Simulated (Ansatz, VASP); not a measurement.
Au: VASP beside Ansatz

The input INCAR:

```
ALGO     = Fast           # electronic algorithm
EDIFF    = 1E-6           # SCF threshold, eV
EDIFFG   = -0.01          # ionic threshold
ENCUT    = 600            # plane-wave cutoff, eV
GGA      = PE             # functional
IBRION   = 2              # ionic algorithm
ISIF     = 3              # what is computed and relaxed
ISMEAR   = -1             # smearing method
LASPH    = T              # aspherical terms in the spheres
LCHARG   = F              # write CHGCAR
LREAL    = F              # projectors in reciprocal space
LWAVE    = F              # write WAVECAR
NELM     = 80             # most SCF steps
NSW      = 60             # ionic steps
PREC     = Accurate       # precision mode
SIGMA    = 0.05           # smearing width, eV
```

KPOINTS

```
k-points
0
Gamma
  7 7 7
```

Contents of POSCAR:

```
Au
1.0
    3.9819500000      0.0000000000      0.0000000000
    0.0000000000      3.9819500000      0.0000000000
    0.0000000000      0.0000000000      3.9819500000
Au
3
Direct
    0.5000000000      0.0000000000      0.0000000000
    0.0000000000      0.5000000000      0.0000000000
    0.0000000000      0.0000000000      0.5000000000
```

The input input.yaml:

```yaml
crystal:
  lattice:
    - [3.98195, 0.0, 0.0]
    - [0.0, 3.98195, 0.0]
    - [0.0, 0.0, 3.98195]
  atoms:
    - { symbol: Au, position: [0.5, 0.0, 0.0] }
    - { symbol: Au, position: [0.0, 0.5, 0.0] }
    - { symbol: Au, position: [0.0, 0.0, 0.5] }
hamiltonian:
  xc: pbe
  pseudopotentials: { kind: paw }
kpoints:
  mp_grid: { grid: [7, 7, 7] }
scf:
  occupations: { method: fermi_dirac, width: 0.05 }
output:
  forces: true
  stress: true
  eigenvalues: true
relax:
  f_tol: 0.01
  max_steps: 40
  cell: { stress_tol: 0.05 }
```

The cell was built by a generator and needn't be a form met in nature.

Alike in both runs: task relaxation of cell and atoms; functional PBE; k mesh 7 × 7 × 7; occupations fermi-dirac, width 0.05 eV; no spin polarisation.

```csv
,VASP,Ansatz
version,VASP 6.6.1,Ansatz 0.2.0
potentials or method,"VASP PAW PBE potentials, release 64 (Au)",Ansatz PAW
plane-wave cutoff (eV),600,420
valence electrons in the cell,33,57
```

VASP gave:

* gap on the k mesh at the Fermi level, each at its own relaxed structure (eV): none
* relaxed volume (Å³/atom): 21.02
* relaxed cell length with the largest relative difference (Å): 3.980

Estimate Ansatz's values.

gap on the k mesh at the Fermi level, each at its own relaxed structure (eV): none; relaxed volume (Å³/atom): 21.05; relaxed cell length with the largest relative difference (Å): 3.982.

A gap of «none» marks a metal or a gap that the smearing closes. The two sets of potentials don't hold the same shells in valence.

Caveats: the plane-wave basis is chosen anew once the cell has moved, so the energies of steps on either side of that aren't comparable (Ansatz). The runs have no spin-orbit coupling, so splittings on Au are missing.
